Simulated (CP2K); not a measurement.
An input for CP2K 2026.2 (CeO2):

The input ceo2_scf.inp:

```
&GLOBAL
  PROJECT ceo2_scf
  RUN_TYPE ENERGY_FORCE
  PRINT_LEVEL LOW
&END GLOBAL
&FORCE_EVAL
  METHOD QS
  STRESS_TENSOR ANALYTICAL
  &DFT
    BASIS_SET_FILE_NAME BASIS_MOLOPT_UCL
    BASIS_SET_FILE_NAME BASIS_MOLOPT_UZH
    POTENTIAL_FILE_NAME GTH_POTENTIALS
    UKS T
    MULTIPLICITY 3
    &MGRID
      CUTOFF 600
      REL_CUTOFF 60
      NGRIDS 4
    &END MGRID
    &QS
      METHOD GPW
      EPS_DEFAULT 1.0E-10
    &END QS
    &KPOINTS
      SCHEME MONKHORST-PACK 9 9 9
      GAMMA_CENTERED T
      SYMMETRY T
      SYMMETRY_BACKEND SPGLIB
    &END KPOINTS
    &SCF
      SCF_GUESS ATOMIC
      EPS_SCF 1.0E-6
      MAX_SCF 150
      ADDED_MOS 17 19
      CHOLESKY OFF
      EPS_EIGVAL 1.0E-7
      &DIAGONALIZATION ON
        ALGORITHM STANDARD
      &END DIAGONALIZATION
      &MIXING ON
        METHOD PULAY_MIXING
        ALPHA 0.4
        BETA 1.5
        NBUFFER 6
      &END MIXING
      &SMEAR ON
        METHOD FERMI_DIRAC
        ELECTRONIC_TEMPERATURE [K] 580.226
      &END SMEAR
    &END SCF
    &XC
      &XC_FUNCTIONAL
        &PBE
          PARAMETRIZATION PBESOL
        &END PBE
      &END XC_FUNCTIONAL
    &END XC
    &PRINT
      &KPOINTS ON
      &END KPOINTS
      &MULLIKEN ON
      &END MULLIKEN
      &MO ON
        ENERGIES T
        OCCUPATION_NUMBERS T
        &EACH
          QS_SCF 0
        &END EACH
        ADD_LAST NUMERIC
      &END MO
    &END PRINT
  &END DFT
  &SUBSYS
    &CELL
      A 3.8235384979 0.0000000000 0.0000000000
      B 1.9117692490 3.3112814715 0.0000000000
      C 1.9117692490 1.1037604905 3.1219061106
      PERIODIC XYZ
    &END CELL
    &COORD
      SCALED
      Ce  0.0000000000 0.0000000000 0.0000000000
      O   0.7500000000 0.7500000000 0.7500000000
      O   0.2500000000 0.2500000000 0.2500000000
    &END COORD
    &KIND Ce
      BASIS_SET DZVP-MOLOPT-SR-GTH-q12
      POTENTIAL GTH-PBE-q12
      MAGNETIZATION 2.5
    &END KIND
    &KIND O
      BASIS_SET DZVP-MOLOPT-PBE-GTH-q6
      POTENTIAL GTH-PBE-q6
      POTENTIAL_FILE_NAME POTENTIAL_UZH
    &END KIND
    &PRINT
      &ATOMIC_COORDINATES ON
      &END ATOMIC_COORDINATES
      &CELL ON
      &END CELL
    &END PRINT
  &END SUBSYS
  &PRINT
    &FORCES ON
    &END FORCES
    &STRESS_TENSOR ON
    &END STRESS_TENSOR
  &END PRINT
&END FORCE_EVAL
```

Potentials or basis: GTH_POTENTIALS Ce GTH-PBE-q12; POTENTIAL_UZH O GTH-PBE-q6; DZVP-MOLOPT-SR-GTH, DZVP-MOLOPT-PBE-GTH basis.

Command:

```bash
$ OMP_NUM_THREADS=4 cp2k.psmp -i ceo2_scf.inp -o ceo2_scf.out
```

Q: Does this run start?

A: The run stopped without a result. It printed:

ceo2_scf.out:

```text

 CP2K| version string:                                       CP2K version 2026.2
 CP2K| Input file name                                              ceo2_scf.inp

 GLOBAL| Force Environment number                                              1
 GLOBAL| Basis set file name                                    BASIS_MOLOPT_UCL
 GLOBAL| Potential file name                                      GTH_POTENTIALS
 GLOBAL| MM Potential file name                                     MM_POTENTIAL
 GLOBAL| Coordinate file name                                      __STD_INPUT__
 GLOBAL| Method name                                                        CP2K
[... 36 lines left out ...]
 *******************************************************************************
 *   ___                                                                       *
 *  /   \                                                                      *
 * [ABORT]                                                                     *
 *  \___/        Magnetization value cannot be imposed for this atom type      *
 *    |                                                                        *
 *  O/|                                                                        *
 * /| |                                                                        *
 * / \                                                    qs_kind_types.F:3524 *
 *******************************************************************************

 ===== Routine Calling Stack =====

            1 CP2K
```
